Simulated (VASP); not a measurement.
# Au (P6_3/mmc) in VASP: further runs

The runs below take Au through relaxation of cell and atoms, single point, with r2SCAN+D4, PBE.

Program: VASP 6.6.1. These are calculated values, not measurements. Logs are shortened: lines on timing, memory, paths and dates and some standing lists are left out, and cuts for length are marked.

### 1 Starting point

It takes space group P6_3/mmc (No. 194, hexagonal). The conventional cell has a = 2.900 Å, b = 2.900 Å, c = 4.880 Å, α = 90.00°, β = 90.00°, γ = 120.00°. Au (site symmetry -6m2) is surrounded by 12 Au at 2.90 to 2.96 Å.

This isn't the form of Au at room conditions, which is fcc.

### 2 Relaxation of cell and atoms, r2SCAN+D4

File INCAR:

```
ALGO     = Normal         # electronic algorithm
EDIFF    = 1E-6           # SCF threshold, eV
EDIFFG   = -0.01          # ionic threshold
ENCUT    = 600            # plane-wave cutoff, eV
IBRION   = 2              # ionic algorithm
ISIF     = 3              # what is computed and relaxed
ISMEAR   = 1              # smearing method
IVDW     = 13             # dispersion correction
LASPH    = T              # aspherical terms in the spheres
LCHARG   = F              # write CHGCAR
LMIXTAU  = T            
LREAL    = F              # projectors in reciprocal space
LWAVE    = F              # write WAVECAR
METAGGA  = R2SCAN         # meta-GGA
NELM     = 80             # most SCF steps
NSW      = 60             # ionic steps
PREC     = Accurate       # precision mode
SIGMA    = 0.1            # smearing width, eV
VDW_A1   = 0.51559235   
VDW_A2   = 5.77342911   
VDW_S6   = 1.0          
VDW_S8   = 0.6018749
```

File KPOINTS:

```
k-points
0
Gamma
  11 11 6
```

File POSCAR:

```
Au
1.0
    2.9000000000      0.0000000000      0.0000000000
   -1.4500000000      2.5114736710      0.0000000000
    0.0000000000      0.0000000000      4.8800000000
Au
2
Direct
    0.6666666667      0.3333333333      0.2500000000
    0.3333333333      0.6666666667      0.7500000000
```

Potentials or basis: VASP PAW PBE potentials, release 64 (Au).

Command:

```sh
> cat potpaw_PBE.64/Au/POTCAR > POTCAR
> mpirun -np 1 vasp_std > vasp.out
```

OUTCAR:

```text
EDIFF = 1E-6
   EDIFFG = -0.01
   ENCUT = 600
   IBRION = 2
   ISIF = 3
   ISMEAR = 1
   IVDW = 13
   LASPH = T
   LREAL = F
   METAGGA = R2SCAN
   NELM = 80
   NSW = 60
   PREC = Accurate

 ion  position               nearest neighbor table
   1  0.667  0.333  0.250-   2 2.96   2 2.96   2 2.96   2 2.96   2 2.96   2 2.96
   2  0.333  0.667  0.750-   1 2.96   1 2.96   1 2.96   1 2.96   1 2.96   1 2.96

  LATTYP: Found a hexagonal cell.
 ALAT       =     2.9000000000
 C/A-ratio  =     1.6827586207

  Lattice vectors:

 A1 = (   2.9000000000,   0.0000000000,   0.0000000000)
 A2 = (  -1.4500000000,   2.5114736710,   0.0000000000)
 A3 = (   0.0000000000,   0.0000000000,   4.8800000000)

Analysis of symmetry for initial positions (statically):
=====================================================================
 Subroutine PRICEL returns:
 Original cell was already a primitive cell.

 Routine SETGRP: Setting up the symmetry group for a
 hexagonal supercell.

 Subroutine GETGRP returns: Found 24 space group operations
 (whereof 12 operations were pure point group operations)
 out of a pool of 24 trial point group operations.

The static configuration has the point symmetry D_3d.
 The point group associated with its full space group is D_6h.

Analysis of symmetry for dynamics (positions and initial velocities):
=====================================================================
 Subroutine PRICEL returns:
 Original cell was already a primitive cell.

 Routine SETGRP: Setting up the symmetry group for a
 hexagonal supercell.

 Subroutine GETGRP returns: Found 24 space group operations
 (whereof 12 operations were pure point group operations)
 out of a pool of 24 trial point group operations.

The dynamic configuration has the point symmetry D_3d.
 The point group associated with its full space group is D_6h.

 Subroutine INISYM returns: Found 24 space group operations
 (whereof 12 operations are pure point group operations),
 and found     1 'primitive' translations

----------------------------------------------------------------------------------------

                                     Primitive cell

  volume of cell :      35.5424

  direct lattice vectors                    reciprocal lattice vectors
     2.900000000  0.000000000  0.000000000     0.344827586  0.199086300  0.000000000
    -1.450000000  2.511473671  0.000000000     0.000000000  0.398172599  0.000000000
     0.000000000  0.000000000  4.880000000     0.000000000  0.000000000  0.204918033

  length of vectors
     2.900000000  2.900000000  4.880000000     0.398172599  0.398172599  0.204918033

  position of ions in fractional coordinates (direct lattice)
     0.666666667  0.333333333  0.250000000
     0.333333333  0.666666667  0.750000000

  ion indices of the primitive-cell ions
   primitive index   ion index
                 1           1
                 2           2

----------------------------------------------------------------------------------------

 KPOINTS: k-points

Automatic generation of k-mesh.
 Grid dimensions read from file:
 generate k-points for:   11   11    6

 Generating k-lattice:

  Cartesian coordinates                     Fractional coordinates (reciprocal lattice)
     0.031347962  0.018098755  0.000000000     0.090909091  0.000000000  0.000000000
     0.000000000  0.036197509  0.000000000     0.000000000  0.090909091  0.000000000
     0.000000000  0.000000000  0.034153005     0.000000000  0.000000000  0.166666667

  Length of vectors
     0.036197509  0.036197509  0.034153005

  Shift w.r.t. Gamma in fractional coordinates (k-lattice)
     0.000000000  0.000000000  0.000000000

 Subroutine IBZKPT returns following result:
 ===========================================

 Found     64 irreducible k-points:

 Following reciprocal coordinates:
            Coordinates               Weight
  0.000000  0.000000  0.000000      1.000000
  0.090909 -0.000000  0.000000      6.000000
  0.181818 -0.000000  0.000000      6.000000
  0.272727 -0.000000  0.000000      6.000000
  0.363636 -0.000000  0.000000      6.000000
  0.454545  0.000000  0.000000      6.000000
[... 16 lines left out ...]
  0.090909  0.090909  0.166667     12.000000
  0.181818  0.090909  0.166667     24.000000
 [... further k-points ...]
   k-points           NKPTS =     64   k-points in BZ     NKDIM =     64   number of bands    NBANDS=     15
   number of dos      NEDOS =    301   number of ions     NIONS =      2
   total plane-waves  NPLWV =  23040
   dimension x,y,z NGX =    24 NGY =   24 NGZ =   40
   dimension x,y,z NGXF=    48 NGYF=   48 NGZF=   80
   ions per type =               2
   NGX,Y,Z   is equivalent  to a cutoff of  13.76, 13.76, 13.63 a.u.
   NGXF,Y,Z  is equivalent  to a cutoff of  27.52, 27.52, 27.25 a.u.
 SYSTEM =  unknown system
   PREC   = accura    normal or accurate (medium, high low for compatibility)
   ISTART =      0    job   : 0-new  1-cont  2-samecut
   ICHARG =      2    charge: 1-file 2-atom 10-const
   ISPIN  =      1    spin polarized calculation?
   LNONCOLLINEAR =      F non collinear calculations
   LSORBIT =      F    spin-orbit coupling
   LASPH  =      T    aspherical Exc in radial PAW
   ENCUT  =  600.0 eV  44.10 Ry    6.64 a.u.   5.79  5.79  9.75*2*pi/ulx,y,z
   NELM   =     80;   NELMIN=  2; NELMDL= -5     # of ELM steps
   EDIFF  = 0.1E-05   stopping-criterion for ELM
   LREAL  =      F    real-space projection
   EDIFFG = -.1E-01   stopping-criterion for IOM
   NSW    =     60    number of steps for IOM
   IBRION =      2    ionic relax: 0-MD 1-quasi-New 2-CG
   NFREE  =      1    steps in history (QN), initial steepest desc. (CG)
   ISIF   =      3    stress and relaxation
   ISYM   =      2    0-nonsym 1-usesym 2-fastsym
   POTIM  = 0.5000    time-step for ionic-motion
   TEBEG  =    0.0;   TEEND  =   0.0 temperature during run
   PSTRESS=    0.0 pullay stress
   NELECT =      22.0000    total number of electrons
   NUPDOWN=      -1.0000    fix difference up-down
   EMIN   =  10.00;   EMAX   =-10.00  energy-range for DOS
   EFERMI =   0.00;   METHOD = LEGACY
   ISMEAR =     1;   SIGMA  =   0.10  broadening in eV -4-tet -1-fermi 0-gaus
   EFERMI_NEDOS =   21; number of points for ismear=-14 and -15
   IALGO  =     38    algorithm
   IMIX   =      4    mixing-type and parameters
     AMIX     =   0.40;   BMIX     =  1.00
     AMIX_MAG =   1.60;   BMIX_MAG =  1.00
  volume/ion in A,a.u.               =      17.77       119.93
  Fermi-wavevector in a.u.,A,eV,Ry     =   1.395191  2.636528 26.484517  1.946557
  Thomas-Fermi vector in A             =   2.518667
   LORBIT       =      0    0 simple, 1 ext, 2 COOP (PROOUT), +10 PAW based schemes
   METAGGA = R2SCAN    functional components
   LHFCALC =     F    Hartree Fock is set to
   AEXX    =    0.0000 exact exchange contribution
   IVDW    =    13    specifies the selected vdW correction
   LEPSILON=     F    determine dielectric tensor
   LRPA    =     F    only Hartree local field effects (RPA)
 conjugate gradient relaxation of ions
 non-spin polarized calculation
 Methfessel and Paxton  Order N= 1 SIGMA  =   0.10
  energy-cutoff  :      600.00
  volume of cell :       35.54
 maximum number of plane-waves:      1198
 NGX is ok and might be reduce to    24
   NGX = 11   NGY = 11   NGZ = 19

--------------------------------------- Ionic step        1  -------------------------------------------

 number of electron      22.0000001 magnetization

 Free energy of the ion-electron system (eV)
  ---------------------------------------------------
  ext. energy  EPLUGINS =         0.00000000
  ---------------------------------------------------
  free energy    TOTEN  =      -101.17611360 eV

  energy without entropy =     -101.17389676  energy(sigma->0) =     -101.17537466

------------------------ aborting loop because EDIFF is reached ----------------------------------------

  DFT-D4 for vdW energy calculation

  Edisp (eV):   -0.44256

  FORCE on cell =-STRESS in cart. coord.  units (eV):
  Direction    XX          YY          ZZ          XY          YZ          ZX
  --------------------------------------------------------------------------------------
  -------------------------------------------------------------------------------------
  Total      -0.66267    -0.66267    -0.76805     0.00000     0.00000     0.00000
  in kB     -29.87167   -29.87167   -34.62227     0.00000     0.00000     0.00000
  external pressure =      -31.46 kB  Pullay stress =        0.00 kB
[... 141 lines left out ...]
  energy  without entropy=     -101.6247485716  energy(sigma->0) =     -101.62579432

--------------------------------------- Ionic step        5  -------------------------------------------

 number of electron      22.0000003 magnetization

 Free energy of the ion-electron system (eV)
  ---------------------------------------------------
  ext. energy  EPLUGINS =         0.00000000
  ---------------------------------------------------
  free energy    TOTEN  =      -101.17571872 eV

  energy without entropy =     -101.17469917  energy(sigma->0) =     -101.17537887

 E-fermi :   8.9896     XC(G=0): -13.4806

 val. band max:        8.9851058243   @ k =   0.1818   0.1818   0.3333
 cond. band min:       9.0385912008   @ k =   0.2727   0.0909   0.3333
 fundamental gap:      0.0534853766
 Fermi energy:         8.9895626743

 k-point     1 :       0.0000    0.0000    0.0000
  band No.  band energies     occupation
      1      -0.8799      2.00000
      2       1.5235      2.00000
      3       4.0246      2.00000
      4       4.2595      2.00000
      5       4.2595      2.00000
      6       4.5773      2.00000
      7       4.5773      2.00000
      8       5.1887      2.00000
      9       5.1887      2.00000
     10       6.5975      2.00000
     11       6.5975      2.00000
     12       8.1613      2.00000
     13      11.7614      0.00000
     14      24.3805      0.00000
     15      25.6827      0.00000
[... 397 lines left out ...]
 k-point    24 :       0.1818    0.0909    0.1667
  band No.  band energies     occupation
      1       0.9670      2.00000
      2       2.6384      2.00000
      3       3.5359      2.00000
      4       3.6560      2.00000
      5       4.0753      2.00000
      6       4.5208      2.00000
      7       4.8843      2.00000
      8       5.1903      2.00000
      9       5.6521      2.00000
     10       5.7224      2.00000
     11       6.6607      2.00000
     12       9.8508     -0.00000
     13      14.7361      0.00000
     14      20.1783      0.00000
     15      22.0412      0.00000

 [... further k-points ...]

------------------------ aborting loop because EDIFF is reached ----------------------------------------

  DFT-D4 for vdW energy calculation

  Edisp (eV):   -0.45082

  FORCE on cell =-STRESS in cart. coord.  units (eV):
  Direction    XX          YY          ZZ          XY          YZ          ZX
  --------------------------------------------------------------------------------------
  -------------------------------------------------------------------------------------
  Total       0.00426     0.00426     0.01945     0.00000     0.00000     0.00000
  in kB       0.19634     0.19634     0.89588     0.00000     0.00000     0.00000
  external pressure =        0.43 kB  Pullay stress =        0.00 kB
[... 17 lines left out ...]
  FREE ENERGIE OF THE ION-ELECTRON SYSTEM (eV)
  ---------------------------------------------------
  free  energy   TOTEN  =      -101.6265370886 eV

  energy  without entropy=     -101.6255175459  energy(sigma->0) =     -101.62619724

 reached required accuracy - stopping structural energy minimisation
```

Wall time 19 min (1 thread of AMD EPYC, shared host); peak memory 0.17 GiB.

What came out:

| Property | Result |
| --- | --- |
| Free energy | -101.6265 eV |
| Relaxed volume | 17.40 Å³/atom |
| Relaxed cell | a = 2.891 Å, b = 2.891 Å, c = 4.808 Å, α = 90.00°, β = 90.00°, γ = 120.00° |
| Space group after relaxing (to 0.05 Å) | P6_3/mmc (No. 194) |
| Energy gained by relaxing | 3.9 meV/atom |
| Ionic steps | 5 |
| Pressure after relaxing | 0.0 GPa |
| Band gap on the k mesh | none (metal or under the smearing width) |
| Dispersion energy per atom | -0.225 eV |

Step by step:
| step | energy change (eV) | largest force (eV/Å) | pressure (GPa) | volume (Å³) |
| --- | --- | --- | --- | --- |
| 1 | 0.0000 | 0.0000 | -3.15 | 35.54 |
| 2 | 0.0094 | 0.0000 | 5.44 | 33.78 |
| 3 | -0.0073 | 0.0000 | 0.03 | 34.82 |
| 4 | -0.0076 | 0.0000 | 0.02 | 34.81 |
| 5 | -0.0079 | 0.0000 | 0.04 | 34.79 |

Final structure:
```cif
data_structure
_symmetry_space_group_name_H-M 'P 1'
_symmetry_Int_Tables_number 1
_cell_length_a 2.8908
_cell_length_b 2.8908
_cell_length_c 4.8077
_cell_angle_alpha 90.000
_cell_angle_beta 90.000
_cell_angle_gamma 120.000
_cell_volume 34.79
loop_
_atom_site_label
_atom_site_type_symbol
_atom_site_fract_x
_atom_site_fract_y
_atom_site_fract_z
_atom_site_occupancy
Au1 Au 0.66667 0.33333 0.25000 1
Au2 Au 0.33333 0.66667 0.75000 1
```

Caveat: the PAW data sets were made with another functional, which shifts forces and pressure a little; pairwise dispersion overbinds metals, which lowers pressure and volume. The run has no spin-orbit coupling, so splittings on Au are missing.

### 3 Single point, PBE

File INCAR:

```
PREC = Accurate
ENCUT = 520
EDIFF = 1E-6
ISMEAR = 0
SIGMA = 0.05
LREAL = False
LASPH = True
NELM = 60
ALGO = Normal
ISIF = 2
LWAVE = False
LCHARG = False
GGA = PE
NBANDS = 18
```

File KPOINTS:

```
Automatic mesh
0
Gamma
  11 11 6
```

File POSCAR:

```
Au
1.0
    2.9000000000      0.0000000000      0.0000000000
   -1.4500000000      2.5114736710      0.0000000000
    0.0000000000      0.0000000000      4.8800000000
Au
2
Cartesian
    1.4500000001      0.8371578902      1.2200000000
   -0.0000000001      1.6743157808      3.6600000000
```

Potentials or basis: VASP PAW PBE potentials, release 64 (Au).

Command:

```sh
> cat potpaw_PBE.64/Au/POTCAR > POTCAR
> mpirun -np 1 vasp_std > vasp.out
```

It took 44 s on 1 thread of AMD EPYC 7R43 (Zen 3), shared host; peak memory 0.14 GiB.

Results (log left out):

```yaml
Free_energy: -6.4285 eV
Pressure: 1.6 GPa
Band_gap_on_the_k_mesh: none (metal or under the smearing width)
```

Stress tensor (GPa, compression positive):
```
1.93 0.00 0.00
0.00 1.93 0.00
0.00 0.00 0.94
```

Levels at points of the mesh, in eV from the Fermi level:
```tsv
k point	band 9	band 10	band 11	band 12	band 13	band 14
(0.00, 0.00, 0.00)	-3.40	-2.14	-2.14	-0.94	2.47	14.64
(0.00, 0.00, 0.50)	-2.57	-2.57	-2.57	-2.57	10.33	10.33
```

The run has no spin-orbit coupling, so splittings on Au are missing.
